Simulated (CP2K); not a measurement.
**MgS under changes of volume**

One of the cells (22.740 Å³/atom); the others are scaled copies at fixed shape and fractional positions:

```
S Mg
1.0
     4.00664    0.00000    0.00000
     2.00332    3.46985    0.00000
     2.00332    1.15662    3.27141
S Mg
1 1
Direct
  0.25000 0.25000 0.25000
  0.00000 0.00000 0.00000
```

The cell comes from a database or a generator and needn't be the stable form of this composition.

```yaml
Program: CP2K 2026.2
Functional: LDA
Potentials_or_basis: GTH_POTENTIALS S GTH-PADE-q6, Mg GTH-PADE-q10; TZVP-MOLOPT-PBE-GTH basis
Density_cutoff: 19048 eV
k_mesh: 8 × 8 × 8
Occupations: fermi-dirac, width 0.05 eV
Spin: no spin polarisation
```

```csv
volume (Å³/atom),energy over the lowest point (meV/atom),pressure (GPa),gap on the mesh (eV)
21.376,?,?,?
21.831,2.79,1.6,3.23
22.285,0.00,0.4,3.13
22.740,0.82,-0.8,3.03
23.195,4.57,-1.8,2.93
23.650,11.11,-2.8,2.84
24.105,20.18,-3.6,2.75
```

Question: What does the run at 21.376 Å³/atom give?

Answer: Energy over the lowest point 9.38 meV/atom; pressure 3.0 GPa; gap on the mesh 3.34 eV.

Worked out: A Birch-Murnaghan fit of order 3 (a polynomial in V^(-2/3)) to the other rows has its minimum at 22.41 Å³/atom with B0 = V·E''(V) = 58 GPa and B' = 4.5. It gives 9.37 meV/atom at 21.376 Å³/atom, against the run's 9.38, and -dE/dV = 3.1 GPa, against 3.0. A straight line through the other rows of the gap, of slope -4.86 eV per unit of ln V (its deformation potential), extrapolates to 3.33 eV, against the run's 3.34.

Energies are extrapolated to zero smearing.

Caveats: the basis of atomic orbitals isn't converged, which shifts pressures, moduli and gaps.
